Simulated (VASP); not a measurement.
# KI (Fm-3m) in VASP: notebook

Runs on KI. Level: PBE. Tasks: single point.

Program: VASP 6.6.1. These are calculated values, not measurements. Logs are shortened: lines on timing, memory, paths and dates and some standing lists are left out, and cuts for length are marked.

**What was measured.**

A printed reference work, monograph reports, for a bulk crystal of KI: band gap 6.32 eV.

The results are compared with them further down.

## Step 1: The cell of the first run

It takes space group Fm-3m (No. 225, cubic). Conventional cell: a = 7.176 Å, b = 7.176 Å, c = 7.176 Å, α = 90.00°, β = 90.00°, γ = 90.00°. Within 4.7 Å of K (site symmetry m-3m) lie 6 I at 3.59 Å. Within 4.7 Å of I (site symmetry m-3m) lie 6 K at 3.59 Å.

## Step 2: Single point, PBE

INCAR

```
PREC = Accurate
ENCUT = 520
EDIFF = 1E-6
ISMEAR = 0
SIGMA = 0.02
LREAL = F
LASPH = T
NELM = 60
ALGO = Normal
ISIF = 2
LWAVE = F
LCHARG = T
GGA = PE
LELF = T
LVHAR = T
NBANDS = 15
```

KPOINTS

```
regular mesh
0
Gamma
  6 6 6
```

POSCAR

```
KI
1.0
    0.0000000000      3.5881823034      3.5881823034
    3.5881823034      0.0000000000      3.5881823034
    3.5881823034      3.5881823034      0.0000000000
K I
1 1
Direct
    0.0000000000      0.0000000000      0.0000000000
    0.5000000000      0.5000000000      0.5000000000
```

Potentials or basis: VASP PAW PBE potentials, release 64 (K_sv, I).

Started as:

```console
$ cat potpaw_PBE.64/K_sv/POTCAR potpaw_PBE.64/I/POTCAR > POTCAR
$ mpirun -np 1 vasp_std > vasp.out
```

OUTCAR:

```text
PREC = Accurate
   ENCUT = 520
   EDIFF = 1E-6
   ISMEAR = 0
   LREAL = F
   LASPH = T
   NELM = 60
   ISIF = 2
   GGA = PE

 ion  position               nearest neighbor table
   1  0.000  0.000  0.000-   2 3.59   2 3.59   2 3.59   2 3.59   2 3.59   2 3.59
   2  0.500  0.500  0.500-   1 3.59   1 3.59   1 3.59   1 3.59   1 3.59   1 3.59

  LATTYP: Found a face centered cubic cell.
 ALAT       =     7.1763646068

  Lattice vectors:

 A1 = (   0.0000000000,   3.5881823034,   3.5881823034)
 A2 = (   3.5881823034,   0.0000000000,   3.5881823034)
 A3 = (   3.5881823034,   3.5881823034,   0.0000000000)

Analysis of symmetry for initial positions (statically):
=====================================================================
 Subroutine PRICEL returns:
 Original cell was already a primitive cell.

 Routine SETGRP: Setting up the symmetry group for a
 face centered cubic supercell.

 Subroutine GETGRP returns: Found 48 space group operations
 (whereof 48 operations were pure point group operations)
 out of a pool of 48 trial point group operations.

The static configuration has the point symmetry O_h .

Analysis of symmetry for dynamics (positions and initial velocities):
=====================================================================
 Subroutine PRICEL returns:
 Original cell was already a primitive cell.

 Routine SETGRP: Setting up the symmetry group for a
 face centered cubic supercell.

 Subroutine GETGRP returns: Found 48 space group operations
 (whereof 48 operations were pure point group operations)
 out of a pool of 48 trial point group operations.

The dynamic configuration has the point symmetry O_h .

 Subroutine INISYM returns: Found 48 space group operations
 (whereof 48 operations are pure point group operations),
 and found     1 'primitive' translations

----------------------------------------------------------------------------------------

                                     Primitive cell

  volume of cell :      92.3961

  direct lattice vectors                    reciprocal lattice vectors
     0.000000000  3.588182303  3.588182303    -0.139346320  0.139346320  0.139346320
     3.588182303  0.000000000  3.588182303     0.139346320 -0.139346320  0.139346320
     3.588182303  3.588182303  0.000000000     0.139346320  0.139346320 -0.139346320

  length of vectors
     5.074456078  5.074456078  5.074456078     0.241354906  0.241354906  0.241354906

  position of ions in fractional coordinates (direct lattice)
     0.000000000  0.000000000  0.000000000
     0.500000000  0.500000000  0.500000000

[... 78 lines left out ...]
   NELECT =      16.0000    total number of electrons
   NUPDOWN=      -1.0000    fix difference up-down
   EMIN   =  10.00;   EMAX   =-10.00  energy-range for DOS
   EFERMI =   0.00;   METHOD = LEGACY
   ISMEAR =     0;   SIGMA  =   0.02  broadening in eV -4-tet -1-fermi 0-gaus
   EFERMI_NEDOS =   21; number of points for ismear=-14 and -15
   IALGO  =     38    algorithm
   IMIX   =      4    mixing-type and parameters
     AMIX     =   0.40;   BMIX     =  1.00
     AMIX_MAG =   1.60;   BMIX_MAG =  1.00
  volume/ion in A,a.u.               =      46.20       311.76
  Fermi-wavevector in a.u.,A,eV,Ry     =   0.912495  1.724365 11.328843  0.832646
  Thomas-Fermi vector in A             =   2.036897
   LORBIT       =      0    0 simple, 1 ext, 2 COOP (PROOUT), +10 PAW based schemes
   GGA     = PE    functional components
   LHFCALC =     F    Hartree Fock is set to
   AEXX    =    0.0000 exact exchange contribution
   IVDW    =     0    specifies the selected vdW correction
   LEPSILON=     F    determine dielectric tensor
   LRPA    =     F    only Hartree local field effects (RPA)
 non-spin polarized calculation
 Gauss-broadening in eV      SIGMA  =   0.02
  energy-cutoff  :      520.00
  volume of cell :       92.40
 maximum number of plane-waves:      2511
 NGX is ok and might be reduce to    40
   NGX = 19   NGY = 19   NGZ = 19

 number of electron      16.0000001 magnetization

 Free energy of the ion-electron system (eV)
  ---------------------------------------------------
  ext. energy  EPLUGINS =         0.00000000
  ---------------------------------------------------
  free energy    TOTEN  =        -5.56507529 eV

  energy without entropy =       -5.56507529  energy(sigma->0) =       -5.56507529

 E-fermi :  -0.4784     XC(G=0):  -6.9971

 val. band max:       -0.6498438482   @ k =   0.0000   0.0000   0.0000
 cond. band min:       3.2071436722   @ k =   0.0000   0.0000   0.0000
 fundamental gap:      3.8569875204
 Fermi energy:        -0.4784318805

 k-point     1 :       0.0000    0.0000    0.0000
  band No.  band energies     occupation
      1     -29.2375      2.00000
      2     -12.7194      2.00000
      3     -12.7194      2.00000
      4     -12.7194      2.00000
      5     -11.0853      2.00000
      6      -0.6498      2.00000
      7      -0.6498      2.00000
      8      -0.6498      2.00000
      9       3.2071      0.00000
     10       5.8615      0.00000
     11       5.8615      0.00000
     12       5.8615      0.00000
     13       6.5481      0.00000
     14       6.5481      0.00000
[... 257 lines left out ...]
      2     -12.7514      2.00000
      3     -12.7504      2.00000
      4     -12.7396      2.00000
      5     -10.9277      2.00000
      6      -1.4571      2.00000
      7      -1.1694      2.00000
      8      -1.1467      2.00000
      9       5.0403      0.00000
     10       5.6131      0.00000
     11       6.6702      0.00000
     12       7.5057      0.00000
     13       7.8051      0.00000
     14       8.8703      0.00000
     15       9.2375      0.00000

------------------------ aborting loop because EDIFF is reached ----------------------------------------

  FORCE on cell =-STRESS in cart. coord.  units (eV):
  Direction    XX          YY          ZZ          XY          YZ          ZX
  --------------------------------------------------------------------------------------
  -------------------------------------------------------------------------------------
  Total        0.0311056      0.0311056      0.0311056      0.0000000     -0.0000000      0.0000000
  in kB        0.5393812      0.5393812      0.5393812      0.0000000     -0.0000000      0.0000000
  external PRESSURE =       0.5393812 kB  Pullay stress =       0.0000000 kB

 VOLUME and BASIS-vectors are now :
 -----------------------------------------------------------------------------
  energy-cutoff  :      520.00
  volume of cell :       92.40
      direct lattice vectors                 reciprocal lattice vectors
     0.000000000  3.588182303  3.588182303    -0.139346320  0.139346320  0.139346320
     3.588182303  0.000000000  3.588182303     0.139346320 -0.139346320  0.139346320
     3.588182303  3.588182303  0.000000000     0.139346320  0.139346320 -0.139346320

 POSITION                                       TOTAL-FORCE (eV/Angst)
 -----------------------------------------------------------------------------------
      0.00000      0.00000      0.00000        -0.000000      0.000000     -0.000000
      3.58818      3.58818      3.58818         0.000000     -0.000000      0.000000
 -----------------------------------------------------------------------------------
    total drift:                                0.000000     -0.000000     -0.000000

  FREE ENERGIE OF THE ION-ELECTRON SYSTEM (eV)
  ---------------------------------------------------
  free  energy   TOTEN  =        -5.5650752944 eV

  energy  without entropy=       -5.5650752944  energy(sigma->0) =       -5.56507529
```

stdout:

```text
POSCAR found type information on POSCAR K I
 POSCAR found :  2 types and       2 ions
 scaLAPACK will be used
 LDA part: xc-table for (Slater+PW92), standard interpolation
 POSCAR, INCAR and KPOINTS ok, starting setup
 FFT: planning ... GRIDC
 FFT: planning ... GRID_SOFT
 FFT: planning ... GRID
 WAVECAR not read
 entering main loop
```

Wall time 21 s (1 thread of Intel Xeon Platinum 8488C (Sapphire Rapids), shared host); peak memory 0.24 GiB.

What came out:

```
Free energy            : -5.5651 eV
Pressure               : 0.1 GPa
Band gap on the k mesh : 3.86 eV, direct
```

Levels at points of the mesh, in eV from the valence-band top:
| k point | band 6 | band 7 | band 8 | band 9 | band 10 | band 11 |
| --- | --- | --- | --- | --- | --- | --- |
| (0.00, 0.00, 0.00) | 0.00 | 0.00 | 0.00 | 3.86 | 6.51 | 6.51 |
| (0.50, 0.00, 0.00) | -1.22 | -0.30 | -0.30 | 5.47 | 7.56 | 8.05 |
| (0.50, 0.50, 0.00) | -0.93 | -0.34 | -0.34 | 5.00 | 5.66 | 8.04 |

Caveat: spin-orbit coupling is left out, which moves the levels of the heavy elements.

## Step 3: Single point, PBE (volume scaled by 1.03)

INCAR

```
PREC = Accurate
ENCUT = 520
EDIFF = 1E-7
ISMEAR = 0
SIGMA = 0.02
LREAL = F
LASPH = T
NELM = 80
ALGO = Normal
ISIF = 2
LWAVE = F
LCHARG = F
GGA = PE
NBANDS = 15
```

KPOINTS

```
Automatic mesh
0
Gamma
  6 6 6
```

POSCAR

```
KI
1.0
    0.0000000000      3.6237111715      3.6237111715
    3.6237111715      0.0000000000      3.6237111715
    3.6237111715      3.6237111715      0.0000000000
K I
1 1
Direct
    0.0000000000      0.0000000000      0.0000000000
    0.5000000000      0.5000000000      0.5000000000
```

Potentials or basis: VASP PAW PBE potentials, release 64 (K_sv, I).

Started as:

```console
$ cat potpaw_PBE.64/K_sv/POTCAR potpaw_PBE.64/I/POTCAR > POTCAR
$ mpirun -np 1 vasp_std > vasp.out
```

OUTCAR:

```text
PREC = Accurate
   ENCUT = 520
   EDIFF = 1E-7
   ISMEAR = 0
   LREAL = F
   LASPH = T
   NELM = 80
   ISIF = 2
   GGA = PE

 ion  position               nearest neighbor table
   1  0.000  0.000  0.000-   2 3.62   2 3.62   2 3.62   2 3.62   2 3.62   2 3.62
   2  0.500  0.500  0.500-   1 3.62   1 3.62   1 3.62   1 3.62   1 3.62   1 3.62

  LATTYP: Found a face centered cubic cell.
 ALAT       =     7.2474223430

  Lattice vectors:

 A1 = (   0.0000000000,   3.6237111715,   3.6237111715)
 A2 = (   3.6237111715,   0.0000000000,   3.6237111715)
 A3 = (   3.6237111715,   3.6237111715,   0.0000000000)

Analysis of symmetry for initial positions (statically):
=====================================================================
 Subroutine PRICEL returns:
 Original cell was already a primitive cell.

 Routine SETGRP: Setting up the symmetry group for a
 face centered cubic supercell.

 Subroutine GETGRP returns: Found 48 space group operations
 (whereof 48 operations were pure point group operations)
 out of a pool of 48 trial point group operations.

The static configuration has the point symmetry O_h .

Analysis of symmetry for dynamics (positions and initial velocities):
=====================================================================
 Subroutine PRICEL returns:
 Original cell was already a primitive cell.

 Routine SETGRP: Setting up the symmetry group for a
 face centered cubic supercell.

 Subroutine GETGRP returns: Found 48 space group operations
 (whereof 48 operations were pure point group operations)
 out of a pool of 48 trial point group operations.

The dynamic configuration has the point symmetry O_h .

 Subroutine INISYM returns: Found 48 space group operations
 (whereof 48 operations are pure point group operations),
 and found     1 'primitive' translations

----------------------------------------------------------------------------------------

[... 112 lines left out ...]
   LEPSILON=     F    determine dielectric tensor
   LRPA    =     F    only Hartree local field effects (RPA)
 non-spin polarized calculation
 Gauss-broadening in eV      SIGMA  =   0.02
  energy-cutoff  :      520.00
  volume of cell :       95.17
 maximum number of plane-waves:      2637
 NGX is ok and might be reduce to    40
   NGX = 19   NGY = 19   NGZ = 19

 number of electron      16.0000002 magnetization

 Free energy of the ion-electron system (eV)
  ---------------------------------------------------
  ext. energy  EPLUGINS =         0.00000000
  ---------------------------------------------------
  free energy    TOTEN  =        -5.56344634 eV

  energy without entropy =       -5.56344634  energy(sigma->0) =       -5.56344634

 E-fermi :  -0.6114     XC(G=0):  -6.8839

 val. band max:       -0.7895953793   @ k =   0.0000   0.0000   0.0000
 cond. band min:       3.0042660261   @ k =   0.0000   0.0000   0.0000
 fundamental gap:      3.7938614054
 Fermi energy:        -0.6113526894

 k-point     1 :       0.0000    0.0000    0.0000
  band No.  band energies     occupation
      1     -29.4348      2.00000
      2     -12.9135      2.00000
      3     -12.9135      2.00000
      4     -12.9135      2.00000
      5     -11.1860      2.00000
      6      -0.7896      2.00000
      7      -0.7896      2.00000
      8      -0.7896      2.00000
      9       3.0043      0.00000
     10       5.7265      0.00000
     11       5.7265      0.00000
     12       5.7265      0.00000
     13       6.3944      0.00000
     14       6.3944      0.00000
[... 257 lines left out ...]
      2     -12.9405      2.00000
      3     -12.9403      2.00000
      4     -12.9311      2.00000
      5     -11.0448      2.00000
      6      -1.5583      2.00000
      7      -1.2836      2.00000
      8      -1.2589      2.00000
      9       4.9124      0.00000
     10       5.3922      0.00000
     11       6.4729      0.00000
     12       7.2615      0.00000
     13       7.6065      0.00000
     14       8.6523      0.00000
     15       8.9790      0.00000

------------------------ aborting loop because EDIFF is reached ----------------------------------------

  FORCE on cell =-STRESS in cart. coord.  units (eV):
  Direction    XX          YY          ZZ          XY          YZ          ZX
  --------------------------------------------------------------------------------------
  -------------------------------------------------------------------------------------
  Total       -0.1504192     -0.1504192     -0.1504192      0.0000000     -0.0000000      0.0000000
  in kB       -2.5323462     -2.5323462     -2.5323462      0.0000000     -0.0000000      0.0000000
  external PRESSURE =      -2.5323462 kB  Pullay stress =       0.0000000 kB

 VOLUME and BASIS-vectors are now :
 -----------------------------------------------------------------------------
  energy-cutoff  :      520.00
  volume of cell :       95.17
      direct lattice vectors                 reciprocal lattice vectors
     0.000000000  3.623711172  3.623711172    -0.137980092  0.137980092  0.137980092
     3.623711172  0.000000000  3.623711172     0.137980092 -0.137980092  0.137980092
     3.623711172  3.623711172  0.000000000     0.137980092  0.137980092 -0.137980092

 POSITION                                       TOTAL-FORCE (eV/Angst)
 -----------------------------------------------------------------------------------
      0.00000      0.00000      0.00000        -0.000000     -0.000000     -0.000000
      3.62371      3.62371      3.62371         0.000000      0.000000      0.000000
 -----------------------------------------------------------------------------------
    total drift:                                0.000000     -0.000000     -0.000000

  FREE ENERGIE OF THE ION-ELECTRON SYSTEM (eV)
  ---------------------------------------------------
  free  energy   TOTEN  =        -5.5634463378 eV

  energy  without entropy=       -5.5634463378  energy(sigma->0) =       -5.56344634
```

OSZICAR:

```text
N       E                     dE             d eps       ncg     rms          rms(c)
DAV:   1     0.900268024224E+02    0.90027E+02   -0.64700E+03   480   0.899E+02
DAV:   2     0.122863307392E+00   -0.89904E+02   -0.84197E+02   607   0.209E+02
DAV:   3    -0.539076087111E+01   -0.55136E+01   -0.54880E+01   671   0.455E+01
DAV:   4    -0.565763540938E+01   -0.26687E+00   -0.26680E+00   812   0.869E+00
DAV:   5    -0.565917251750E+01   -0.15371E-02   -0.15371E-02   678   0.643E-01    0.266E+00
DAV:   6    -0.556305620943E+01    0.96116E-01   -0.10804E-01   641   0.176E+00    0.192E+00
DAV:   7    -0.555628010208E+01    0.67761E-02   -0.11834E-01   634   0.164E+00    0.781E-01
DAV:   8    -0.556274361123E+01   -0.64635E-02   -0.12498E-02   566   0.697E-01    0.125E-01
DAV:   9    -0.556330904440E+01   -0.56543E-03   -0.12912E-03   662   0.193E-01    0.801E-02
DAV:  10    -0.556339434108E+01   -0.85297E-04   -0.12969E-04   637   0.599E-02    0.228E-02
DAV:  11    -0.556344574261E+01   -0.51402E-04   -0.65959E-05   578   0.477E-02    0.175E-02
DAV:  12    -0.556344588785E+01   -0.14524E-06   -0.26077E-06   648   0.121E-02    0.116E-02
DAV:  13    -0.556344616560E+01   -0.27775E-06   -0.89873E-07   592   0.516E-03    0.274E-03
DAV:  14    -0.556344636512E+01   -0.19952E-06   -0.30502E-07   606   0.273E-03    0.183E-03
DAV:  15    -0.556344633776E+01    0.27363E-07   -0.91475E-09   520   0.672E-04
   1 F= -.55634463E+01 E0= -.55634463E+01  d E =-.502070E-38
```

It took 22 s on 1 thread of Intel Xeon Platinum 8488C (Sapphire Rapids), shared host; peak memory 0.24 GiB.

What came out:

| Item | Value |
| --- | --- |
| Free energy | -5.5634 eV |
| Pressure | -0.3 GPa |
| Band gap on the k mesh | 3.79 eV, direct |

Caveat: spin-orbit coupling is left out, which moves the levels of the heavy elements.

## Step 4: Against experiment

Step 2. Against the measured gap of KI, 6.32 eV (a printed reference work, monograph), the calculated 3.86 eV is off by -2.46 eV. Spin-orbit coupling on I is left out. The value is that of PBE, without temperature or zero-point motion. Semilocal functionals fall short of measured gaps as a rule.
